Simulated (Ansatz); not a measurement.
# From a trial cell to the properties of Si (diamond)

Computed with Ansatz (plane waves, PAW, 420 eV cutoff): PBEsol, scalar-relativistic, no spin polarisation, Γ-centred 14×14×14 mesh, 0.05 eV Gaussian smearing; PAW files: Ansatz's generated set soft_2.

The start:

```
CELL_PARAMETERS angstrom
0.00000 2.71500 2.71500
2.71500 0.00000 2.71500
2.71500 2.71500 0.00000
ATOMIC_POSITIONS crystal
Si 0.50000 0.50000 0.50000
Si 0.75000 0.75000 0.75000
```

The runs in order:

```tsv
run	level	k-mesh	kind	V (Å³/atom)	P (GPa)	E − E(final) (meV/atom)	gap on the mesh (eV)
1	PBEsol	14×14×14	fixed cell	20.01	0.2	0.0	0.46
2	PBEsol	14×14×14	fixed cell	20.04	0.1	0.0	0.46
```

At this volume the pressure is 0.07 GPa.

The final structure (symmetry read at 0.01 Å). The structure is cubic, space group Fd-3m (No. 227). Conventional cell: a = 5.432 Å, b = 5.432 Å, c = 5.432 Å, α = 90.00°, β = 90.00°, γ = 90.00°. Si (site symmetry -43m) is surrounded by 4 Si at 2.35 Å. (Neighbours are counted to 15 % beyond the shortest distance.)

```tsv
atom	site	symmetry	x	y	z
Si	8a	-43m	0.5000	0.0000	0.5000
```

- At the final geometry the gap, band path included, is 0.46 eV.

**What lies behind the numbers.**

Within 0.6 eV of the edges the projected states are 99 % Si 3p at the top of the valence band and 66 % Si 3p at the bottom of the conduction band.
